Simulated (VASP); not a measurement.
# Sn (I4_1/amd) in VASP: relaxation of cell and atoms with r2SCAN

Aim: the relaxation of cell and atoms of Sn with r2SCAN.

Program: VASP 6.6.1. These are calculated values, not measurements. Logs are shortened: lines on timing, memory, paths and dates and some standing lists are left out, and cuts for length are marked.

## 1. The crystal as given

It takes space group I4_1/amd (No. 141, tetragonal). The conventional cell has a = 5.880 Å, b = 5.880 Å, c = 3.190 Å, α = 90.00°, β = 90.00°, γ = 90.00°. Around Sn (site symmetry -4m2) lie 6 Sn at 3.05 to 3.19 Å.

## 2. Relaxation of cell and atoms, r2SCAN

The input, INCAR:

```
  ALGO = Normal
  EDIFF = 1E-7
  EDIFFG = -0.005
  ENCUT = 600
  IBRION = 2
  ISIF = 3
  ISMEAR = 0
  LASPH = True
  LCHARG = False
  LMIXTAU = True
  LREAL = False
  LWAVE = False
  METAGGA = R2SCAN
  NELM = 80
  NSW = 90
  PREC = Accurate
  SIGMA = 0.03
```

The input, KPOINTS:

```
k-points
0
Gamma
  12 12 12
```

The input, POSCAR:

```
Sn                                      
1.0
   -2.9398192519      2.9398192519      1.5948449206
    2.9398192519     -2.9398192519      1.5948449206
    2.9398192519      2.9398192519     -1.5948449206
  Sn            
     2
Direct
     0.0000000000000000    0.0000000000000000    0.0000000000000000
     0.7500000000000000    0.2500000000000000    0.5000000000000000
```

Potentials or basis: VASP PAW PBE potentials, release 64 (Sn_d).

On the command line:

```bash
$ cat potpaw_PBE.64/Sn_d/POTCAR > POTCAR
$ mpirun -np 1 vasp_std > vasp.out
```

OUTCAR:

```text
EDIFF = 1E-7
   EDIFFG = -0.005
   ENCUT = 600
   IBRION = 2
   ISIF = 3
   ISMEAR = 0
   LASPH = True
   LREAL = False
   METAGGA = R2SCAN
   NELM = 80
   NSW = 90
   PREC = Accurate

 ion  position               nearest neighbor table
   1  0.000  0.000  0.000-   2 3.05   2 3.05   2 3.05   2 3.05
   2  0.750  0.250  0.500-   1 3.05   1 3.05   1 3.05   1 3.05

  LATTYP: Found a body centered tetragonal cell.
 ALAT       =     5.8796385038
 C/A-ratio  =     0.5424976109

  Lattice vectors:

 A1 = (  -2.9398192519,   2.9398192519,   1.5948449206)
 A2 = (   2.9398192519,  -2.9398192519,   1.5948449206)
 A3 = (   2.9398192519,   2.9398192519,  -1.5948449206)

Analysis of symmetry for initial positions (statically):
=====================================================================
 Subroutine PRICEL returns:
 Original cell was already a primitive cell.

 Routine SETGRP: Setting up the symmetry group for a
 body centered tetragonal supercell.

 Subroutine GETGRP returns: Found 16 space group operations
 (whereof  8 operations were pure point group operations)
 out of a pool of 16 trial point group operations.

The static configuration has the point symmetry D_2d.
 The point group associated with its full space group is D_4h.

Analysis of symmetry for dynamics (positions and initial velocities):
=====================================================================
 Subroutine PRICEL returns:
 Original cell was already a primitive cell.

 Routine SETGRP: Setting up the symmetry group for a
 body centered tetragonal supercell.

 Subroutine GETGRP returns: Found 16 space group operations
 (whereof  8 operations were pure point group operations)
 out of a pool of 16 trial point group operations.

The dynamic configuration has the point symmetry D_2d.
 The point group associated with its full space group is D_4h.

 Subroutine INISYM returns: Found 16 space group operations
 (whereof  8 operations are pure point group operations),
 and found     1 'primitive' translations

----------------------------------------------------------------------------------------

                                     Primitive cell

  volume of cell :      55.1340

  direct lattice vectors                    reciprocal lattice vectors
[... 80 lines left out ...]
   ICHARG =      2    charge: 1-file 2-atom 10-const
   ISPIN  =      1    spin polarized calculation?
   LNONCOLLINEAR =      F non collinear calculations
   LSORBIT =      F    spin-orbit coupling
   LASPH  =      T    aspherical Exc in radial PAW
   ENCUT  =  600.0 eV  44.10 Ry    6.64 a.u.   8.89  8.89  8.89*2*pi/ulx,y,z
   NELM   =     80;   NELMIN=  2; NELMDL= -5     # of ELM steps
   EDIFF  = 0.1E-06   stopping-criterion for ELM
   LREAL  =      F    real-space projection
   EDIFFG = -.5E-02   stopping-criterion for IOM
   NSW    =     90    number of steps for IOM
   IBRION =      2    ionic relax: 0-MD 1-quasi-New 2-CG
   NFREE  =      1    steps in history (QN), initial steepest desc. (CG)
   ISIF   =      3    stress and relaxation
   ISYM   =      2    0-nonsym 1-usesym 2-fastsym
   POTIM  = 0.5000    time-step for ionic-motion
   TEBEG  =    0.0;   TEEND  =   0.0 temperature during run
   PSTRESS=    0.0 pullay stress
   NELECT =      28.0000    total number of electrons
   NUPDOWN=      -1.0000    fix difference up-down
   EMIN   =  10.00;   EMAX   =-10.00  energy-range for DOS
   EFERMI =   0.00;   METHOD = LEGACY
   ISMEAR =     0;   SIGMA  =   0.03  broadening in eV -4-tet -1-fermi 0-gaus
   EFERMI_NEDOS =   21; number of points for ismear=-14 and -15
   IALGO  =     38    algorithm
   IMIX   =      4    mixing-type and parameters
     AMIX     =   0.40;   BMIX     =  1.00
     AMIX_MAG =   1.60;   BMIX_MAG =  1.00
  volume/ion in A,a.u.               =      27.57       186.03
  Fermi-wavevector in a.u.,A,eV,Ry     =   1.306134  2.468235 23.211335  1.705985
  Thomas-Fermi vector in A             =   2.436956
   LORBIT       =      0    0 simple, 1 ext, 2 COOP (PROOUT), +10 PAW based schemes
   METAGGA = R2SCAN    functional components
   LHFCALC =     F    Hartree Fock is set to
   AEXX    =    0.0000 exact exchange contribution
   IVDW    =     0    specifies the selected vdW correction
   LEPSILON=     F    determine dielectric tensor
   LRPA    =     F    only Hartree local field effects (RPA)
 conjugate gradient relaxation of ions
 non-spin polarized calculation
 Gauss-broadening in eV      SIGMA  =   0.03
  energy-cutoff  :      600.00
  volume of cell :       55.13
 maximum number of plane-waves:      1870
   NGX = 17   NGY = 17   NGZ = 17

 number of electron      27.9999991 magnetization

 Free energy of the ion-electron system (eV)
  ---------------------------------------------------
  ext. energy  EPLUGINS =         0.00000000
  ---------------------------------------------------
  free energy    TOTEN  =       -49.24888060 eV

  energy without entropy =      -49.24845997  energy(sigma->0) =      -49.24867029

 E-fermi :   7.7072     XC(G=0): -11.0462

 val. band max:        7.6958455388   @ k =   0.5000   0.3333   0.0833
 cond. band min:       7.7085302295   @ k =  -0.1667  -0.1667   0.1667
 fundamental gap:      0.0126846907
 Fermi energy:         7.7071502364

 k-point     1 :       0.0000    0.0000    0.0000
  band No.  band energies     occupation
      1     -14.6149      2.00000
      2     -14.5333      2.00000
      3     -14.4798      2.00000
      4     -14.4787      2.00000
      5     -14.3146      2.00000
      6     -14.3146      2.00000
[... 481 lines left out ...]
      5     -14.3682      2.00000
      6     -14.3410      2.00000
[... 10 lines left out ...]
     17      10.8719      0.00000
     18      13.3491      0.00000

 [... further k-points ...]
[... 5 lines left out ...]
  --------------------------------------------------------------------------------------
  -------------------------------------------------------------------------------------
  Total       -0.0092789     -0.0092789     -0.0026694      0.0000000     -0.0000000      0.0000000
  in kB       -0.2696420     -0.2696420     -0.0775709      0.0000000     -0.0000000      0.0000000
  external PRESSURE =      -0.2056183 kB  Pullay stress =       0.0000000 kB

 VOLUME and BASIS-vectors are now :
 -----------------------------------------------------------------------------
  energy-cutoff  :      600.00
  volume of cell :       55.13
      direct lattice vectors                 reciprocal lattice vectors
    -2.939819252  2.939819252  1.594844921     0.000000000  0.170078483  0.313510106
     2.939819252 -2.939819252  1.594844921     0.170078483  0.000000000  0.313510106
     2.939819252  2.939819252 -1.594844921     0.170078483  0.170078483  0.000000000

 POSITION                                       TOTAL-FORCE (eV/Angst)
 -----------------------------------------------------------------------------------
      0.00000      0.00000      0.00000        -0.000000     -0.000000     -0.000000
     -0.00000      2.93982      0.79742         0.000000      0.000000      0.000000
 -----------------------------------------------------------------------------------
    total drift:                               -0.000000      0.000000     -0.000000

  FREE ENERGIE OF THE ION-ELECTRON SYSTEM (eV)
  ---------------------------------------------------
  free  energy   TOTEN  =       -49.2488806016 eV

  energy  without entropy=      -49.2484599684  energy(sigma->0) =      -49.24867029

 reached required accuracy - stopping structural energy minimisation
```

CONTCAR:

```text
Sn
   1.00000000000000
    -2.9398192518999999    2.9398192518999999    1.5948449205999999
     2.9398192518999999   -2.9398192518999999    1.5948449205999999
     2.9398192518999999    2.9398192518999999   -1.5948449205999999
  Sn
     2
Direct
     0.0000000000000000    0.0000000000000000    0.0000000000000000
     0.7500000000000000    0.2500000000000000    0.5000000000000000

  0.00000000E+00  0.00000000E+00  0.00000000E+00
  0.00000000E+00  0.00000000E+00  0.00000000E+00
```

Run time: 8.4 min. Hardware: 1 thread of Intel Xeon Platinum 8488C (Sapphire Rapids), shared host; peak memory 0.33 GiB.

What came out:

| Property | Result |
| --- | --- |
| Free energy | -49.2489 eV |
| Pressure after relaxing | 0.0 GPa |
| Band gap on the k mesh | none (metal or under the smearing width) |

Final structure:
```yaml
crystal:
  lattice:
    - [-2.93982, 2.93982, 1.59484]
    - [2.93982, -2.93982, 1.59484]
    - [2.93982, 2.93982, -1.59484]
  atoms:
    - { symbol: Sn, position: [0.00000, 0.00000, 0.00000] }
    - { symbol: Sn, position: [0.75000, 0.25000, 0.50000] }
```

Caveat: the relaxation stopped at its first step, so nothing moved; the PAW data sets were made with another functional, which shifts forces and pressure a little.
